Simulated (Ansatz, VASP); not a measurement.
Two plane-wave programs on NaF (Villiaumite)

INCAR

```
SYSTEM = NaF
PREC = Accurate
ENCUT = 520
EDIFF = 1E-6
ISMEAR = -1
SIGMA = 0.02
LREAL = .FALSE.
LASPH = .TRUE.
NELM = 60
ALGO = Normal
ISIF = 2
LWAVE = .FALSE.
LCHARG = .FALSE.
GGA = PE
NBANDS = 14
```

File KPOINTS:

```
regular mesh
0
G
  10 10 10
  0 0 0
```

Contents of POSCAR:

```
NaF
1.0
    0.0000000000      2.4088877442      2.4088877442
    2.4088877442      0.0000000000      2.4088877442
    2.4088877442      2.4088877442      0.0000000000
Na F
1 1
Direct
    0.0000000000      0.0000000000      0.0000000000
    0.5000000000      0.5000000000      0.5000000000
```

Input for Ansatz:

```yaml
crystal:
  lattice:
    - [0.0, 2.4088877442, 2.4088877442]
    - [2.4088877442, 0.0, 2.4088877442]
    - [2.4088877442, 2.4088877442, 0.0]
  atoms:
    - { symbol: Na, position: [0.0, 0.0, 0.0] }
    - { symbol: F, position: [0.5, 0.5, 0.5] }
kpoints:
  mp_grid: { grid: [10, 10, 10] }
  band_path:
    path:
      - [0.0, 0.0, 0.0]
      - [0.5, 0.0, 0.5]
      - [0.625, 0.25, 0.625]
      - [0.375, 0.375, 0.75]
      - [0.5, 0.5, 0.5]
      - [0.5, 0.25, 0.75]
    npoints: 1
hamiltonian:
  xc: pbe
scf:
  occupations: { method: fermi_dirac, width: 0.02 }
  n_extra_bands: 4
output:
  forces: true
  stress: true
  eigenvalues: true
  write_density: true
  write_potential: true
  elf: true
  volumetric_format: npy
```

Change from the starting cell: hydrostatic strain +4.9%.

Alike in both runs: task single point; functional PBE; k mesh 10 × 10 × 10; occupations fermi-dirac, width 0.02 eV; no spin polarisation.

|  | VASP | Ansatz |
| --- | --- | --- |
| version | VASP 6.6.1 | Ansatz 0.2.0 |
| potentials or method | VASP PAW PBE potentials, release 64 (Na_pv, F) | plane waves, PAW |
| plane-wave cutoff (eV) | 520 | 420 |
| valence electrons in the cell | 14 | 16 |

|  | VASP | Ansatz | Ansatz less VASP |
| --- | --- | --- | --- |
| gap on the k mesh at the Fermi level (eV) | 5.71 | 5.73 | +0.014 |
| pressure (GPa) | -3.0 | -2.8 | +0.17 |

With one functional, cell and mesh, what is left measures potentials, basis and numerics. The two sets of potentials don't hold the same shells in valence.

A k mesh can miss the band edges.
